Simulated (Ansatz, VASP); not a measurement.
**NiO: VASP beside Ansatz**

Contents of INCAR:

```
PREC     = Accurate       # precision mode
ENCUT    = 520            # plane-wave cutoff, eV
EDIFF    = 1E-7           # SCF threshold, eV
ISMEAR   = -1             # smearing method
SIGMA    = 0.03           # smearing width, eV
LREAL    = F              # projectors in reciprocal space
LASPH    = T              # aspherical terms in the spheres
NELM     = 100            # most SCF steps
ALGO     = Normal         # electronic algorithm
ISIF     = 2              # what is computed and relaxed
LWAVE    = F              # write WAVECAR
LCHARG   = F              # write CHGCAR
GGA      = PE             # functional
NBANDS   = 15             # bands
```

The input KPOINTS:

```
Automatic mesh
0
Gamma
  8 8 8
```

POSCAR

```
NiO
1.0
    0.0000000000      2.0893000000      2.0893000000
    2.0893000000      0.0000000000      2.0893000000
    2.0893000000      2.0893000000      0.0000000000
O Ni
1 1
Direct
    0.5000000000      0.5000000000      0.5000000000
    0.0000000000      0.0000000000      0.0000000000
```

Input for Ansatz:

```yaml
crystal:
  lattice:
    - [0.0, 2.0893, 2.0893]
    - [2.0893, 0.0, 2.0893]
    - [2.0893, 2.0893, 0.0]
  atoms:
    - { symbol: O, position: [0.5, 0.5, 0.5] }
    - { symbol: Ni, position: [0.0, 0.0, 0.0] }
hamiltonian:
  xc: pbe
  pseudopotentials: { kind: paw }
basis:
  ecutwfc: 420
kpoints:
  mp_grid: { grid: [8, 8, 8] }
scf:
  occupations: { method: fermi_dirac, width: 0.03 }
  lower_state_search: "off"
  algorithm: direct_min
  max_iter: 150
output:
  forces: true
  stress: true
```

Alike in both runs: task single point; functional PBE; k mesh 8 × 8 × 8; occupations fermi-dirac, width 0.03 eV; no spin polarisation.

|  | VASP | Ansatz |
| --- | --- | --- |
| version | VASP 6.6.1 | Ansatz 0.2.0 |
| potentials or method | VASP PAW PBE potentials, release 64 (O, Ni) | PAW, plane waves, scalar-relativistic |
| plane-wave cutoff (eV) | 520 | 420 |
| valence electrons in the cell | 16 | 24 |

|  | VASP | Ansatz | Ansatz less VASP |
| --- | --- | --- | --- |
| pressure (GPa) | -2.1 | -2.2 | -0.10 |

The two sets of potentials don't hold the same shells in valence.

Caveats: the run has no spin polarisation, though such a crystal can be magnetic; semilocal functionals often make such compounds metallic where correlation or magnetic order opens a gap, which also shifts bond lengths. Spin polarisation is off, so any magnetic state and its effect on volume and gap are missing.
